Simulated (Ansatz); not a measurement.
# TiC (Fm-3m) in Ansatz: settings compared

Aim: see how the results for TiC move with the level of theory and the settings. Levels: PBEsol, PBEsol+U. Tasks: band structure.

Everything below comes from runs of Ansatz 0.2.0. Logs are shortened: lines on timing, memory, paths and dates and some standing lists are left out, and cuts for length are marked.

## (1) The crystal as given

It takes space group Fm-3m (No. 225, cubic). The conventional cell has a = 4.331 Å, b = 4.331 Å, c = 4.331 Å, α = 90.00°, β = 90.00°, γ = 90.00°. Ti (site symmetry m-3m) has 6 C at 2.17 Å as nearest neighbours. Around C (site symmetry m-3m) lie 6 Ti at 2.17 Å.

The cell is a database's computed one.

## (2) Band structure, PBEsol

Contents of input.yaml:

```yaml
crystal:
  lattice:
    - [0.0, 2.1657188437, 2.1657188437]
    - [2.1657188437, 0.0, 2.1657188437]
    - [2.1657188437, 2.1657188437, 0.0]
  atoms:
    - { symbol: Ti, position: [0.0, 0.0, 0.0] }
    - { symbol: C, position: [0.5, 0.5, 0.5] }
hamiltonian:
  xc: pbesol
  pseudopotentials: { kind: paw }
kpoints:
  mp_grid: { grid: [11, 11, 11] }
  band_path:
    path:
      - [[0.0, 0.0, 0.0], [0.5, 0.0, 0.5], [0.5, 0.25, 0.75], [0.375, 0.375, 0.75], [0.0, 0.0, 0.0], [0.5, 0.5, 0.5], [0.625, 0.25, 0.625], [0.5, 0.25, 0.75], [0.5, 0.5, 0.5], [0.375, 0.375, 0.75]]
      - [[0.625, 0.25, 0.625], [0.5, 0.0, 0.5]]
    npoints: 14
scf:
  occupations: { method: fermi_dirac, width: 0.05 }
  n_extra_bands: 6
output:
  forces: true
  stress: true
  eigenvalues: true
  fatbands: false
  write_density: true
  write_potential: true
  elf: true
  volumetric_format: npy
```

Potentials or basis: Ansatz PAW.

The run is started by

```bash
$ ansatz run input.yaml --threads 2 --pin off --max-ram 5120MiB --backend cpu --events-out ev --progress --plain --runs-dir out
```

Output:

```text
Warning: RAYON_NUM_THREADS=2 ignored (pool sized by the plan → 2); use --threads N
scf.n_extra_bands = 6 over 8 filled bands (N_el = 16.0): the run solves 14 bands
Engine: ansatz 0.2.0, aarch64-unknown-linux-gnu
Pseudopotentials: kind: paw
Pseudopotential: Ti, paw, valence charge 12, recommended cutoff 420 eV (normal), Ti.paw.azcp
Pseudopotential: C, paw, valence charge 4, recommended cutoff 420 eV (normal), C.paw.azcp
Functional definition: PBEsol
  exchange = pbesol_x
  correlation = pbesol_c
Crystal: 2 atoms, lattice volume = 20.316 Å³
Basis set: ecut = 420 eV, 411 PW (Γ), exchange–correlation on 48×48×48 points (8 copies of the dense FFT grid, shifted against one another)
Bands: 14, of which v1, the nominal top of the filled ones, is band 8 counted from 1 (7 counted from 0)
Symmetry: 48 space group operations
Space group: Fm-3m (ITA 225), of the structure as read, at distance tolerance 2.7e-5 Å
k-points: 56 of 1331
Non-local potential: Ti, projectors of the file, l = 0: 3, l = 1: 2, l = 2: 3, l = 3: 1
Non-local potential: C, projectors of the file, l = 0: 2, l = 1: 2, l = 2: 1
PAW form: soft (Blöchl's): semilocal exchange-correlation on the pseudo side does not see the compensation charge
PAW frozen core: Ti, regenerated for the run's functional, and the local potential with it (the file was generated under x = pbe(κ = 0.804, μ = 0.2195149727645171), c = pbe(β = 0.06672455060314922))
PAW frozen core: C, regenerated for the run's functional, and the local potential with it (the file was generated under x = pbe(κ = 0.804, μ = 0.2195149727645171), c = pbe(β = 0.06672455060314922))
PAW one-centre angular grid: Ti, 590 points (default); XC on 64 Gauss nodes
PAW one-centre angular grid: C, 110 points (default); XC on 64 Gauss nodes
Initial density: superposition of atomic densities (neutral atoms: chi_scale 0, normalization atom), corrected by the library's trained network
Initial wavefunctions: pseudopotential atomic-orbital guess
Functional: x = pbesol(κ = 0.804, μ = 0.12345679012345678), c = pbesol(β = 0.046)
SCF iter   1: F=—  HF=-2722.414949 eV  |F-HF|=—  |Δ(HF+E_count)|=         —  Δρ=1.02e-2  dr2=2.39e-2  ethr=1.77e-3  ⟨swp⟩=4.5  Hψ=3691  notcnv=0
preconditioner: auto → none  [insulator: Δε(μ)=0.158 eV  Ē_g=9.818 eV  σ=0.050 eV  W_gap=0.66  n_scr=8 (ndim 8)  ℏωp=23.3 eV  f_vac=0.000  D(μ)=0.30/eV (n_scr^D=0)  ε∞_Penn≈6.6]
SCF iter   2: F=—  HF=-2722.409938 eV  |F-HF|=—  |Δ(HF+E_count)|=   5.01e-3  Δρ=4.61e-3  dr2=5.45e-3  ethr=1.50e-4  ⟨swp⟩=2.0  Hψ=1508  notcnv=0  defer=47
SCF iter   3: F=—  HF=-2722.408996 eV  |F-HF|=—  |Δ(HF+E_count)|=   9.41e-4  Δρ=9.63e-4  dr2=2.45e-4  ethr=3.41e-5  ⟨swp⟩=1.0  Hψ=734  notcnv=0  defer=47
SCF iter   4: F=—  HF=-2722.408950 eV  |F-HF|=—  |Δ(HF+E_count)|=   4.65e-5  Δρ=8.78e-5  dr2=1.14e-6  ethr=1.53e-6  ⟨swp⟩=1.2  Hψ=743  notcnv=0  defer=47
SCF iter   5: F=—  HF=-2722.408947 eV  |F-HF|=—  |Δ(HF+E_count)|=   2.80e-6  Δρ=1.92e-5  dr2=6.11e-8  ethr=7.10e-9  ⟨swp⟩=2.0  Hψ=934  notcnv=0  defer=47
SCF iter   6: F=-2722.408947 eV  HF=-2722.408947 eV  |F-HF|=5.41e-10  |Δ(HF+E_count)|=   7.23e-9  Δρ=2.15e-6  dr2=9.27e-10  ethr=3.82e-10  ⟨swp⟩=7.6  Hψ=3968  notcnv=0
SCF 1 converged in 6 iterations: F = -2722.408947 eV  dr2 = 9.27e-10
NSCF: frozen V_eff on 142 k-points
SCF converged after 6 iterations
Free energy (F): -2722.408947 eV
Harris-Foulkes:  -2722.408947 eV  (|F-HF|=5.41e-10)
Internal energy: -2722.406545 eV  (E = F + TS)
E sigma→0 (E₀):  -2722.407746 eV
Entropy (-TS):   -0.002402 eV (-1.201 meV/atom)
Fermi energy:    14.637793 eV
--- Per-component energies (eV) ---
  E_band       = -111.280505
  E_kinetic    = 361.533683
  E_local      = -775.429764  (includes V_loc(G=0)·N_el)
  E_nonlocal   = 33.209622
  E_hartree    = 313.775633
  E_xc         = -146.219709
  E_vxc        = -183.283134  (∫ρ·V_xc dr)
  E_paw        = -1116.172708  (= ΣΔE_a)
  E_vpaw       = -174.862419  (= ΣTr[D̂ρ^β])
  E_aug_tail   = 0.000143  (compensation charges beyond the density's cutoff)
  E_ewald      = -1393.263931
  E_core_change = 0.160485  (= ΣΔE_core)
  E_smearing   = -0.002402  (= −TS)
  E_closure    = 0.000000  (closes the sum)
  Σ components = -2722.408947   (vs F -2722.408947, Δ=0.00e0)
--- Forces (eV/Å), atoms counted from 1 ---
  atom   1  Ti    -0.00000000     0.00000000    -0.00000000
  atom   2  C      0.00000000    -0.00000000     0.00000000
  max |Σ_I F_I| component: 3.88e-30 eV/Å
--- Stress (GPa, compression-positive) ---
       -6.711574      -0.000000      -0.000000
       -0.000000      -6.711574       0.000000
       -0.000000       0.000000      -6.711574
  P = ⅓ Tr σ = -6.7116 GPa (-67.116 kbar)
--- Band table (eV; the first three rows and the last of 56) ---
  k-point 0: bands = ["-41.7110", "-17.8482", "-17.8482", "-17.8482", "2.2056", "15.2496", "15.2496", "15.2496", "16.2818", "16.2818", "16.2818", "16.3192", "16.3192", "25.0347"]
  k-point 1: bands = ["-41.7050", "-17.8902", "-17.8521", "-17.8521", "2.3939", "14.4439", "14.7384", "14.7384", "15.5921", "15.5921", "16.6669", "17.7942", "17.7942", "25.3555"]
  k-point 2: bands = ["-41.6890", "-18.0016", "-17.8626", "-17.8626", "2.9339", "13.0055", "13.6055", "13.6055", "15.9335", "15.9335", "17.0978", "19.3527", "19.3527", "25.8746"]
  k-point 55: bands = ["-41.6115", "-18.1741", "-18.1515", "-18.0146", "5.1352", "11.2058", "11.3518", "12.0983", "17.0923", "17.5116", "18.2057", "19.8652", "19.9526", "28.1406"]
```

It took 1.3 s on 2 threads of Arm Neoverse V1, shared host; peak memory 0.3 GiB.

Results:

| Item | Value |
| --- | --- |
| Free energy | -2722.4089 eV |
| Pressure | -6.7 GPa |
| Band gap on the k mesh | none (metal or under the smearing width) |

Levels at the corners of the path, in eV from the Fermi level:
```csv
point,band 6,band 7,band 8,band 9,band 10,band 11
Γ,0.61,0.61,0.61,1.64,1.64,1.64
X,-3.50,-1.73,-0.08,-0.08,2.69,3.48
W,-3.22,-3.22,-2.76,2.74,2.74,3.48
K,-3.55,-3.42,-1.77,1.39,3.09,3.79
Γ,0.61,0.61,0.61,1.64,1.64,1.64
L,-5.93,-2.96,-2.96,2.87,2.87,4.06
U,-3.55,-3.42,-1.77,1.39,3.09,3.79
W,-3.22,-3.22,-2.76,2.74,2.74,3.48
L,-5.93,-2.96,-2.96,2.87,2.87,4.06
K,-3.55,-3.42,-1.77,1.39,3.09,3.79
U,-3.55,-3.42,-1.77,1.39,3.09,3.79
X,-3.50,-1.73,-0.08,-0.08,2.69,3.48
```

Caveat: the PAW data sets come from PBE, with cores solved anew for the run's functional, which leaves a small shift of forces and pressure.

## (3) Band structure, PBEsol+U

Edit input.yaml of step 2 so:

```diff
@@ -11,2 +11,3 @@
   pseudopotentials: { kind: paw }
+  hubbard: { sites: [{ species: Ti, l: d, u_eff: 3.0 }] }
 kpoints:
@@ -26,5 +27 @@
   fatbands: false
-  write_density: true
-  write_potential: true
-  elf: true
-  volumetric_format: npy
```

Potentials or basis: Ansatz PAW.

The run is started by

```bash
$ ansatz run input.yaml --threads 2 --pin off --max-ram 5120MiB --backend cpu --events-out ev --progress --plain --runs-dir out
```

Run time: 2.1 s. Hardware: 2 threads of Arm Neoverse V1, shared host; peak memory 0.28 GiB.

Results (log left out):

- Free energy: -2719.5113 eV
- Pressure: -2.0 GPa
- Band gap on the k mesh: none (metal or under the smearing width)

Levels at the corners of the path, in eV from the Fermi level:
```csv
point,band 6,band 7,band 8,band 9,band 10,band 11
Γ,0.87,0.87,0.87,1.40,1.40,1.48
X,-3.81,-1.41,-0.30,-0.30,2.38,3.66
W,-3.31,-3.31,-2.98,2.81,2.81,3.66
K,-3.61,-3.60,-1.98,1.47,3.29,3.87
Γ,0.87,0.87,0.87,1.40,1.40,1.48
L,-6.02,-3.09,-3.09,3.02,3.02,4.07
U,-3.61,-3.60,-1.98,1.47,3.29,3.87
W,-3.31,-3.31,-2.98,2.81,2.81,3.66
L,-6.02,-3.09,-3.09,3.02,3.02,4.07
K,-3.61,-3.60,-1.98,1.47,3.29,3.87
U,-3.61,-3.60,-1.98,1.47,3.29,3.87
X,-3.81,-1.41,-0.30,-0.30,2.38,3.66
```

Eigenvalues of the final occupation matrices:
| site | spin | trace | eigenvalues |
| --- | --- | --- | --- |
| site 1 | 1 | 1.34 | 0.20 0.20 0.20 0.37 0.37 |

Caveat: U without spin polarisation on a metal has little footing; the PAW data sets come from PBE, with cores solved anew for the run's functional, which leaves a small shift of forces and pressure; the U is typed as a test and isn't derived for this compound.

## (4) For comparison

An earlier run on the cell as given: functional PBE; potentials or basis Ansatz PAW; cutoff 420 eV (not typed: the program's choice for these potentials); k mesh 11 × 11 × 11; occupations fermi-dirac, width 0.05 eV; no spin polarisation.

* Pressure: 0.3 GPa
* Band gap on the k mesh: none (metal or under the smearing width)

## (5) Summary

| task | level | U | points for each segment of the path | hubbard projectors | double counting | gap on the mesh (eV) | pressure (GPa) |
| --- | --- | --- | --- | --- | --- | --- | --- |
| band structure | PBEsol | - | 14 | - | - | none | -6.7 |
| band structure | PBEsol+U | Ti d U = 3 eV | 14 | ortho-atomic (the default) | fll (the default) | none | -2.0 |
| single point | PBE | - | - | - | - | none | 0.3 |

Alike in all rows: potentials or basis Ansatz PAW; no spin polarisation; cell as given; k mesh 11 × 11 × 11; cutoff (eV) 420; smearing fermi-dirac 0.05 eV.

Every run on the cell as given and a fine mesh finds a metal. The pressure there spans -6.7 GPa (PBEsol) to 0.3 GPa (PBE); a positive pressure means that this level wants a larger cell, a negative one a smaller.

Caveats: the PAW data sets come from PBE, with cores solved anew for the run's functional, which leaves a small shift of forces and pressure (some runs); U without spin polarisation on a metal has little footing (some runs); the U is typed as a test and isn't derived for this compound (some runs).

Absolute energies hang on the potentials; compare differences alone.
